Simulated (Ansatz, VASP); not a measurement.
**Tl in VASP and in Ansatz**

```
Tl
1.0
     3.39495    0.00000    0.00000
    -1.69747    2.94011    0.00000
     0.00000    0.00000    5.45338
Tl
2
Cartesian
  -0.0002 1.9602 1.3633
  1.6973 0.9799 4.0900
```

Alike in both runs: task single point; functional PBEsol; k mesh 11 × 11 × 6; no spin polarisation.

```csv
,VASP,Ansatz
version,VASP 6.6.1,Ansatz 0.2.0
potentials or method,"VASP PAW PBE potentials, release 64 (Tl_d)",PAW plane waves
plane-wave cutoff (eV),520,420
occupations,"fermi-dirac, width 0.1 eV",fermi-dirac
valence electrons in the cell,26,26
```

```csv
,VASP,Ansatz,Ansatz less VASP
pressure (GPa),1.9,2.0,+0.08
```

Ansatz warned: «structure_snapped_to_symmetry».

Caveats: the PAW data sets were made with another functional, which shifts forces and pressure a little (VASP). Spin-orbit coupling is left out, which matters for the levels of Tl.
